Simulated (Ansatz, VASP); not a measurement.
# Al: VASP beside Ansatz

The input INCAR:

```
SYSTEM = Al
ALGO = Normal
EDIFF = 1E-6
ENCUT = 520
GGA = CA
ISIF = 2
ISMEAR = 1
LASPH = .True.
LCHARG = .True.
LELF = .True.
LREAL = .False.
LVHAR = .True.
LWAVE = .False.
NBANDS = 8
NELM = 60
PREC = Accurate
SIGMA = 0.2
```

File KPOINTS:

```
k-points
0
Gamma
  20 20 20
  0 0 0
```

POSCAR

```
Al
1.0
   -1.6150869704      1.6150869704      1.5912186900
    1.6150869704     -1.6150869704      1.5912186900
    1.6150869704      1.6150869704     -1.5912186900
Al
1
Direct
    0.0000000000      0.0000000000      0.0000000000
```

Input for Ansatz:

```yaml
crystal:
  lattice:
    - [-1.6150869704, 1.6150869704, 1.59121869]
    - [1.6150869704, -1.6150869704, 1.59121869]
    - [1.6150869704, 1.6150869704, -1.59121869]
  atoms:
    - { symbol: Al, position: [0.0, 0.0, 0.0] }
basis:
  ecutwfc: 420
kpoints:
  mp_grid: { grid: [20, 20, 20] }
hamiltonian:
  xc: lda
scf:
  occupations: { method: methfessel_paxton, width: 0.2 }
output:
  forces: true
  stress: true
  eigenvalues: true
```

Change from the starting cell: strain +0.0150 x Voigt [1, 1, 0, 0, 0, 0], atoms carried along.

Alike in both runs: task single point; functional LDA; k mesh 20 × 20 × 20; occupations methfessel-paxton of order 1, width 0.2 eV; no spin polarisation.

|  | VASP | Ansatz |
| --- | --- | --- |
| version | VASP 6.6.1 | Ansatz 0.2.0 |
| potentials or method | VASP PAW LDA potentials, release 64 (Al) | scalar-relativistic, plane waves, PAW |
| plane-wave cutoff (eV) | 520 | 420 |
| valence electrons in the cell | 3 | 3 |

Ansatz gave:

| Property | Result |
| --- | --- |
| gap on the k mesh at the Fermi level (eV) | none |
| pressure (GPa) | -1.7 |
| largest component of the traceless stress (GPa) | 0.33 |

Problem. What did VASP give for the same quantities?

Solution. gap on the k mesh at the Fermi level (eV): none; pressure (GPa): -1.6; largest component of the traceless stress (GPa): 0.34.

A gap of «none» marks a metal or a gap that the smearing closes.
